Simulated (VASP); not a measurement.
A run of VASP 6.6.1 is set up as follows.

The input INCAR:

```
ALGO = Normal
EDIFF = 1E-6
ENCUT = 520
ISIF = 2
ISMEAR = 0
KPAR = 2
LASPH = T
LCHARG = F
LMIXTAU = T
LREAL = F
LWAVE = F
METAGGA = R2SCAN
NELM = 80
PREC = Accurate
SIGMA = 0.02
```

The input KPOINTS:

```
k-points
0
Gamma
  6 6 10
```

File POSCAR:

```
SiO2
1.0
    4.2331690000      0.0000000000      0.0000000000
    0.0000000000      4.2331690000      0.0000000000
    0.0000000000      0.0000000000      2.6934950000
Si O
2 4
Direct
    0.0000000000      0.0000000000      0.0000000000
    0.5000000000      0.5000000000      0.5000000000
    0.8068390000      0.1931610000      0.5000000000
    0.3068390000      0.3068390000      0.0000000000
    0.1931610000      0.8068390000      0.5000000000
    0.6931610000      0.6931610000      0.0000000000
```

The input KPOINTS_OPT:

```
path GXMGZRAZ,XR,MA
20
line-mode
reciprocal
 0.0000000000  0.0000000000  0.0000000000  G
 0.0000000000  0.5000000000  0.0000000000  X

 0.0000000000  0.5000000000  0.0000000000  X
 0.5000000000  0.5000000000  0.0000000000  M

 0.5000000000  0.5000000000  0.0000000000  M
 0.0000000000  0.0000000000  0.0000000000  G

 0.0000000000  0.0000000000  0.0000000000  G
 0.0000000000  0.0000000000  0.5000000000  Z

 0.0000000000  0.0000000000  0.5000000000  Z
 0.0000000000  0.5000000000  0.5000000000  R

 0.0000000000  0.5000000000  0.5000000000  R
 0.5000000000  0.5000000000  0.5000000000  A

 0.5000000000  0.5000000000  0.5000000000  A
 0.0000000000  0.0000000000  0.5000000000  Z

 0.0000000000  0.5000000000  0.0000000000  X
 0.0000000000  0.5000000000  0.5000000000  R

 0.5000000000  0.5000000000  0.0000000000  M
 0.5000000000  0.5000000000  0.5000000000  A
```

Potentials or basis: VASP PAW PBE potentials, release 64 (Si, O).

The run is started by

```console
$ cat potpaw_PBE.64/Si/POTCAR potpaw_PBE.64/O/POTCAR > POTCAR
$ mpirun -np 2 vasp_std > vasp.out
```

**Question.** Predict the band gap on the k mesh.

**Answer.** 5.96 eV, direct.

**Question.** What does it give for the pressure?

**Answer.** -9.3 GPa.

**Question.** What does it give for the band gap along the path?

**Answer.** 5.96 eV, direct.

**Question.** What does it give for the largest force?

**Answer.** 0.078 eV/Å.

Stress tensor (GPa, compression positive):
```
-8.93  0.00  0.00
 0.00 -8.93  0.00
 0.00  0.00 -9.97
```

Caveat: the PAW data sets were made with another functional, which shifts forces and pressure a little. r2SCAN opens gaps a little over a GGA but as a rule still falls short of measured ones.
